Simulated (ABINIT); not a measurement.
Runs of ABINIT 10.8.3 (patched build) on TiB2. The structure is hexagonal, space group P6/mmm (No. 191). The conventional cell has a = 3.029 Å, b = 3.029 Å, c = 3.228 Å, α = 90.00°, β = 90.00°, γ = 120.00°. Ti (site symmetry 6/mmm) is surrounded by 12 B at 2.38 Å. Around B (site symmetry -6m2) lie 3 B at 1.75 Å. 

```csv
task,level,potentials or basis,cell,k mesh,cutoff (eV),cell freedom (optcell),optimiser (ionmov),cutoff smearing ecutsm (Ha),force stop (Ha/bohr),fine-grid cutoff,gap on the mesh (eV),pressure (GPa),relaxed volume (Å³/atom)
relaxation of cell and atoms,PBE,PseudoDojo NC SR PBE v0.4.1 standard,relaxed,8 × 8 × 6,1143,2,2,0.5,2e-05,-,none,0.0,8.55
relaxation of cell and atoms,LDA,PseudoDojo NC SR LDA v0.4.1 standard,relaxed,8 × 8 × 6,1143,2,2,0.5,2e-05,-,none,0.0,(a)
single point,PBE,PseudoDojo NC SR PBE v0.5 stringent,as given,8 × 8 × 6,1034,-,-,-,-,-,none,-0.1,-
relaxation of cell and atoms,PBEsol,PseudoDojo NC SR PBEsol v0.4.1 standard,relaxed,8 × 8 × 6,1143,2,2,0.5,2e-05,-,none,0.0,(b)
single point,PBE,"Ansatz PAW PBE default generated set, frozen core",as given,8 × 8 × 6,381,-,-,-,-,761.919 eV,none,-0.5,-
single point,RPBE,PseudoDojo NC SR PBE v0.5 stringent,as given,8 × 8 × 6,1034,-,-,-,-,-,none,2.5,-
optical spectrum,PBE,PseudoDojo NC SR PBE v0.5 stringent,as given,"12 × 12 × 8, shifted",1034,-,-,-,-,-,-,-0.1,-
single point,PBEsol,PseudoDojo NC SR PBEsol v0.4 stringent,as given,8 × 8 × 6,1034,-,-,-,-,-,none,-4.9,-
```

Alike in all rows: no spin polarisation; smearing fermi-dirac 0.05 eV.

**Question.** Fill in the values left out.

**Answer.** (a) 8.18; (b) 8.38.

Caveats: the atomic spheres overlap (some runs); the potentials were made for another functional, which shifts forces and pressure (some runs); the intraband (Drude) term is left out (some runs); spectra need much finer meshes, so this one isn't converged (some runs).

A k mesh can miss the band edges.

A gap of «none» marks a metal or a gap under the smearing width.

Not every run made on this cell is shown here.
